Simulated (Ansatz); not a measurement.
# WC: the cost of one run

Computed with Ansatz 0.2.0 (DFT PBE, scalar-relativistic, plane waves, PAW, unless a step's input says otherwise).

2 further runs of the same task are left out: 2 set aside as unsound or not needed.

### 1 The starting structure

Symmetry: P-6m2, No. 187, hexagonal system. The conventional cell has a = 2.922 Å, b = 2.922 Å, c = 2.847 Å, α = 90.00°, β = 90.00°, γ = 120.00°. Around W (site symmetry -6m2) lie 6 C at 2.21 Å. C (site symmetry -6m2) is surrounded by 6 W at 2.21 Å.

As a file:

```cif
data_structure
_symmetry_space_group_name_H-M 'P-6m2'
_symmetry_Int_Tables_number 187
_cell_length_a 2.9218
_cell_length_b 2.9218
_cell_length_c 2.8471
_cell_angle_alpha 90.000
_cell_angle_beta 90.000
_cell_angle_gamma 120.000
_cell_volume 21.05
loop_
_atom_site_label
_atom_site_type_symbol
_atom_site_symmetry_multiplicity
_atom_site_Wyckoff_symbol
_atom_site_fract_x
_atom_site_fract_y
_atom_site_fract_z
_atom_site_occupancy
W1 W 1 a 0.00000 0.00000 0.00000 1
C1 C 1 f 0.66667 0.33333 0.50000 1
```

This cell was relaxed beforehand with the same method: volume 10.52 Å³/atom, gap on the mesh none (metal).

### 2 Bulk reference on the slab's mesh

File input.yaml:

```yaml
crystal:
  lattice:
    - [2.9217716511, 0.0, 0.0]
    - [-1.4608858255, 2.5303284739, 0.0]
    - [0.0, 0.0, 2.847075883]
  atoms:
    - { symbol: W, position: [0.0, 0.0, 0.0] }
    - { symbol: C, position: [0.6666666667, 0.3333333333, 0.5] }
basis:
  ecutwfc: 420
kpoints:
  mp_grid: { grid: [12, 12, 12] }
hamiltonian:
  xc: pbe
scf:
  occupations: { method: gaussian, width: 0.1 }
output:
  forces: true
  stress: true
  eigenvalues: true
```

Command:

```
$ ansatz run input.yaml --threads 1 --pin off --max-ram 2560MiB --backend cpu --events-out ev --progress --plain --runs-dir out
```

What time and memory should one allow on 1 thread of Intel Xeon at 2.50GHz (Skylake/Cascade Lake), shared host?

About 7.3 s, with a peak of 0.35 GiB.
